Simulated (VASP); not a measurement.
The system is B.

```
CELL_PARAMETERS angstrom
1.88524 0.00000 0.00000
0.00000 1.88524 0.00000
0.00000 0.00000 1.88524
ATOMIC_POSITIONS crystal
B 0.50000 0.50000 0.50000
```

The cell was built by a generator and needn't be a form met in nature.

Base run:

| Quantity | Value |
| --- | --- |
| Program | VASP 6.6.1 |
| Functional | revPBE |
| Potentials or basis | VASP PAW PBE potentials, release 64 (B) |
| Cutoff | 520 eV |
| k mesh | 14 × 14 × 14 |
| Occupations | fermi-dirac, width 0.05 eV |
| Spin | no spin polarisation |

Its results: pressure 3.2 GPa.

Q: The run is repeated on the same cell with these changes: functional from revPBE to PW91. What comes out?

A: Pressure 1.6 GPa.

PW91 binds more tightly than revPBE, so the same cell stands under less pressure.

Caveats: the PAW data sets were made with another functional, which shifts forces and pressure a little.

Not every run made on this cell is shown here.
